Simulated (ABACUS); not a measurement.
# TePb (Fm-3m) in ABACUS: a series of runs, part 2 of 2

ABACUS 3.10.1.

## Step 6: Equation of state, revTPSS, 33.73 Å³/atom

File run_abacus.py:

```python
"""ABACUS run from a structure file: ASE reads it, the script writes STRU, KPT and INPUT."""
import re
import subprocess
from ase.io import read
from ase.units import Bohr

atoms = read("TePb.xyz")
atoms = atoms[(-atoms.numbers).argsort(kind="stable")]  # ABACUS lists atoms element by element
pseudo = {'Pb': 'Pb_ONCV_PBE-1.2.upf', 'Te': 'Te_ONCV_PBE-1.2.upf'}
orbital = {}
magmoms = None
kmesh = [4, 4, 4]
params = {
    'suffix': 'TePb',
    'calculation': 'scf',
    'basis_type': 'pw',
    'pseudo_dir': './',
    'symmetry': 1,
    'dft_functional': 'MGGA_X_REVTPSS+MGGA_C_REVTPSS',
    'ecutwfc': 96,
    'pseudo_rcut': 10,
    'nspin': 1,
    'nbands': 19,
    'ks_solver': 'dav',
    'smearing_method': 'fd',
    'smearing_sigma': 0.00367493,
    'scf_thr': 1e-08,
    'scf_nmax': 100,
    'mixing_type': 'broyden',
    'mixing_beta': 0.7,
    'cal_force': 1,
    'cal_stress': 1,
    'mixing_tau': 1,
    'kpar': 4,
}

symbols = atoms.get_chemical_symbols()
elements = list(dict.fromkeys(symbols))
lines = ["ATOMIC_SPECIES"] + [f"{e} {atoms.get_masses()[symbols.index(e)]:.4f} {pseudo[e]}" for e in elements]
if orbital:
    lines += ["", "NUMERICAL_ORBITAL"] + [orbital[e] for e in elements]
lines += ["", "LATTICE_CONSTANT", f"{1 / Bohr:.10f}", "", "LATTICE_VECTORS"]
lines += [" ".join(f"{x:.10f}" for x in v) for v in atoms.cell]
lines += ["", "ATOMIC_POSITIONS", "Direct"]
for e in elements:
    lines += ["", e, "0.0", str(symbols.count(e))]
    for i, p in enumerate(atoms.get_scaled_positions(wrap=False)):
        if symbols[i] == e:
            mag = "" if magmoms is None else " mag " + " ".join(str(x) for x in (magmoms[i] if isinstance(magmoms[i], list) else [magmoms[i]]))
            lines.append(" ".join(f"{x:.10f}" for x in p) + " 1 1 1" + mag)
open("STRU", "w").write("\n".join(lines) + "\n")
open("KPT", "w").write("K_POINTS\n0\nGamma\n%d %d %d 0 0 0\n" % tuple(kmesh))
open("INPUT", "w").write("INPUT_PARAMETERS\n" + "".join(f"{k:<20s}{v}\n" for k, v in params.items()))

done = subprocess.run(['mpirun', '-np', '4', 'abacus'])
if done.returncode:
    raise SystemExit(done.returncode)
log = open("OUT.TePb/running_scf.log").read()
print("final energy (eV):", re.findall(r"FINAL_ETOT_IS (\S+)", log))
```

File TePb.xyz:

```xyz
2
Lattice="0.0000000000 3.2310000000 3.2310000000 3.2310000000 0.0000000000 3.2310000000 3.2310000000 3.2310000000 0.0000000000" Properties=species:S:1:pos:R:3 pbc="T T T"
Pb     0.0000000000      0.0000000000      0.0000000000
Te     3.2310000000      3.2310000000      3.2310000000
```

Potentials or basis: SG15 ONCV 1.2 PBE, plane waves.

Run with:

```bash
> OMP_NUM_THREADS=1 python run_abacus.py > log
```

It took 23 s on 4 MPI ranks of Intel Xeon Platinum 8488C (Sapphire Rapids), shared host; peak memory 0.6 GiB.

The run converged. Its results:

```yaml
Free_energy: -3906.0568 eV
Pressure: 0.4 GPa
Band_gap_on_the_k_mesh: 0.80 eV, direct
```

Caveat: the k mesh is coarse (spacing up to 0.42 Å⁻¹), so the values aren't converged; the potentials were made for another functional, which shifts forces and pressure; spin-orbit coupling is left out, which as a rule narrows the gap of such compounds by several tenths of an eV.

## Step 7: Equation of state, revTPSS, 34.40 Å³/atom (volume scaled by 1.02)

run_abacus.py is that of step 6.

File TePb.xyz:

```xyz
2
Lattice="0.0000000000 3.2523979746 3.2523979746 3.2523979746 0.0000000000 3.2523979746 3.2523979746 3.2523979746 0.0000000000" Properties=species:S:1:pos:R:3 pbc="T T T"
Pb     0.0000000000      0.0000000000      0.0000000000
Te     3.2523979746      3.2523979746      3.2523979746
```

Run with:

```bash
> OMP_NUM_THREADS=1 python run_abacus.py > log
```

Run time: 27 s. Hardware: 4 MPI ranks of Intel Xeon Platinum 8488C (Sapphire Rapids), shared host; peak memory 0.68 GiB.

The run converged. Its results:

```
Free energy            : -3906.0566 eV
Pressure               : -0.5 GPa
Band gap on the k mesh : 0.85 eV, direct
```

Caveat: the potentials were made for another functional, which shifts forces and pressure; spin-orbit coupling is left out, which as a rule narrows the gap of such compounds by several tenths of an eV.

## Step 8: Equation of state, revTPSS, 35.08 Å³/atom (volume scaled by 1.04)

run_abacus.py is that of step 7.

File TePb.xyz:

```xyz
2
Lattice="0.0000000000 3.2735180337 3.2735180337 3.2735180337 0.0000000000 3.2735180337 3.2735180337 3.2735180337 0.0000000000" Properties=species:S:1:pos:R:3 pbc="T T T"
Pb     0.0000000000      0.0000000000      0.0000000000
Te     3.2735180337      3.2735180337      3.2735180337
```

Run with:

```bash
> OMP_NUM_THREADS=1 python run_abacus.py > log
```

Wall time 27 s (4 MPI ranks of Intel Xeon Platinum 8488C (Sapphire Rapids), shared host); peak memory 0.68 GiB.

The run converged. Its results:

```yaml
Free_energy: -3906.0496 eV
Pressure: -1.2 GPa
Band_gap_on_the_k_mesh: 0.89 eV, direct
```

Caveat: the potentials were made for another functional, which shifts forces and pressure; spin-orbit coupling is left out, which as a rule narrows the gap of such compounds by several tenths of an eV.

## Step 9: Equation of state, revTPSS, 35.75 Å³/atom (volume scaled by 1.06)

run_abacus.py is that of step 8.

File TePb.xyz:

```xyz
2
Lattice="0.0000000000 3.2943690292 3.2943690292 3.2943690292 0.0000000000 3.2943690292 3.2943690292 3.2943690292 0.0000000000" Properties=species:S:1:pos:R:3 pbc="T T T"
Pb     0.0000000000      0.0000000000      0.0000000000
Te     3.2943690292      3.2943690292      3.2943690292
```

Potentials or basis: SG15 ONCV 1.2 PBE, plane waves.

Run with:

```bash
> OMP_NUM_THREADS=1 python run_abacus.py > log
```

Run time: 27 s. Hardware: 4 MPI ranks of Intel Xeon Platinum 8488C (Sapphire Rapids), shared host; peak memory 0.68 GiB.

Results (log left out):

| Quantity | Value |
| --- | --- |
| Free energy | -3906.0366 eV |
| Pressure | -1.9 GPa |
| Band gap on the k mesh | 0.93 eV, direct |

Caveat: the potentials were made for another functional, which shifts forces and pressure; spin-orbit coupling is left out, which as a rule narrows the gap of such compounds by several tenths of an eV.

## Step 10: Equation of state, revTPSS

This step only gathers the single runs of the series.

What came out:

- Equilibrium volume: 34.03 Å³/atom
- Bulk modulus: 42 GPa
- Pressure derivative of the bulk modulus: 4.4

Energy against volume, from the lowest point:
| volume (Å³/atom) | energy (meV/atom) |
| --- | --- |
| 31.706 | 23.36 |
| 32.380 | 11.13 |
| 33.055 | 3.50 |
| 33.730 | 0.00 |
| 34.404 | 0.13 |
| 35.079 | 3.64 |
| 35.753 | 10.11 |

Caveat: the k mesh is coarse (spacing up to 0.42 Å⁻¹), so the values aren't converged; the potentials were made for another functional, which shifts forces and pressure. The run has no spin-orbit coupling, so splittings on Pb, Te are missing.

## Step 11: Comparison with measurements

Step 2. A measured gap of TePb is 0.19 eV (direct; 4.2 K; a printed reference work, monograph); the calculated 0.80 eV misses it by +0.61 eV. Spin-orbit coupling on Pb, Te is left out. The value is that of revTPSS, without temperature or zero-point motion.
